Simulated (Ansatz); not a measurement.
The structure below was relaxed with DFT with PBEsol, PAW potentials and a 420 eV plane-wave cutoff in Ansatz (a quantum-chemistry and plane-wave program), no spin-orbit coupling, at pressure 1.8 GPa.

```
CELL_PARAMETERS angstrom
      6.07370     0.00000     0.00000
      0.00000     6.07370     0.00000
      0.00000     0.00000     6.07370
ATOMIC_POSITIONS crystal
  Cs 0.00000 0.00000 0.00000
  Pb 0.50000 0.50000 0.50000
  I  0.00000 0.50000 0.50000
  I  0.50000 0.50000 0.00000
  I  0.50000 0.00000 0.50000
```

**Question.** Find the space group and the Wyckoff positions.

**Answer.** Space group Pm-3m (No. 221); a = b = c = 6.0737 Å, α = β = γ = 90.00°

| atom | site | symmetry | x | y | z |
|---|---|---|---|---|---|
| Cs | 1a | m-3m | 0.0000 | 0.0000 | 0.0000 |
| Pb | 1b | m-3m | 0.5000 | 0.5000 | 0.5000 |
| I | 3c | 4/mm.m | 0.0000 | 0.5000 | 0.5000 |

**Question.** Describe the coordination.

**Answer.** The crystal has 5 atoms in its conventional cell. Conventional cell: a = b = c = 6.074 Å, α = β = γ = 90.00°. Cs sees 12 I at 4.295 Å (cuboctahedral). Pb sees 6 I at 3.037 Å (octahedral). I has 2 Pb at 3.037 Å and 4 Cs at 4.295 Å (octahedral). (Neighbours: up to the widest gap in distance over summed covalent radii, below 1.35, at either atom; cation-cation and far metal-metal contacts left out.)

With I and Pb present, leaving out spin-orbit coupling can change the band edges. Load acts through the strain it causes; cell and atoms are relaxed under it. Stability against distortions was not tested. The cell was made from CsPbI₃ in the cubic perovskite structure (space group Pm-3m, No. 221) by this change: pressure 1.8 GPa. Many cubic perovskites are stable only at high temperature; tilts and polar distortions were not tested. This is not the structure that CsPbI3 has at room temperature and ambient pressure.
